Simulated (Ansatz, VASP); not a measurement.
## One calculation of C, two programs

File POSCAR:

```
C
1.0
    0.0000000000      1.7623402906      1.7623402906
    1.7801417077     -0.0178014171      1.7801417077
    1.7801417077      1.7801417077     -0.0178014171
C
2
Direct
    0.5000000000      0.5000000000      0.5000000000
    0.7500000000      0.7500000000      0.7500000000
```

File INCAR.step1:

```
SYSTEM = C
ALGO = Normal
EDIFF = 1E-4
ENCUT = 520
GGA = PE
ISMEAR = 0
LASPH = .TRUE.
LCHARG = .FALSE.
LREAL = .FALSE.
LWAVE = .TRUE.
NBANDS = 11
NELM = 100
PREC = Accurate
SIGMA = 0.05
```

INCAR.step2

```
SYSTEM = C
ALGO = Normal
EDIFF = 1E-6
ENCUT = 520
ISIF = 2
ISMEAR = 0
ISTART = 1
LASPH = .TRUE.
LCHARG = .FALSE.
LMIXTAU = .TRUE.
LREAL = .FALSE.
LWAVE = .FALSE.
METAGGA = R2SCAN
NBANDS = 11
NELM = 100
PREC = Accurate
SIGMA = 0.05
```

KPOINTS

```
k-points
0
G
  12 12 12
  0 0 0
```

Input for Ansatz:

```yaml
crystal:
  lattice:
    - [0.0, 1.7623402906, 1.7623402906]
    - [1.7801417077, -0.0178014171, 1.7801417077]
    - [1.7801417077, 1.7801417077, -0.0178014171]
  atoms:
    - { symbol: C, position: [0.5, 0.5, 0.5] }
    - { symbol: C, position: [0.75, 0.75, 0.75] }
basis:
  ecutwfc: 500
kpoints:
  mp_grid: { grid: [12, 12, 12] }
hamiltonian:
  xc: r2scan
scf:
  occupations: { method: gaussian, width: 0.05 }
output:
  forces: true
  stress: true
  eigenvalues: true
  write_density: true
  write_potential: true
  elf: true
  volumetric_format: npy
```

Change from the starting cell: strain -0.0200 x Voigt [0, 0, 0, 1, 0, 0], atoms carried along.

Alike in both runs: task single point; functional r2SCAN; k mesh 12 × 12 × 12; occupations gaussian, width 0.05 eV; no spin polarisation.

|  | VASP | Ansatz |
| --- | --- | --- |
| version | VASP 6.6.1 | Ansatz 0.2.0 |
| potentials or method | VASP PAW PBE potentials, release 64 (C) | scalar-relativistic, plane waves, PAW |
| plane-wave cutoff (eV) | 520 | 500 |
| valence electrons in the cell | 8 | 8 |

```csv
,VASP,Ansatz,Ansatz less VASP
gap on the k mesh at the Fermi level (eV),4.32,4.35,+0.029
least direct gap on the mesh (eV),5.54,5.58,+0.044
pressure (GPa),1.3,0.2,-1.12
largest component of the traceless stress (GPa),11.86,11.78,-0.082
rms of the force components (eV/Å),0.030,0.025,-0.0044
```

Atom by atom the forces differ by 0.004 eV/Å (rms over components). The functional is the same, so the differences come from potentials, cutoffs and numerics.

Caveats: the PAW data sets were made with another functional, which shifts forces and pressure a little (VASP).
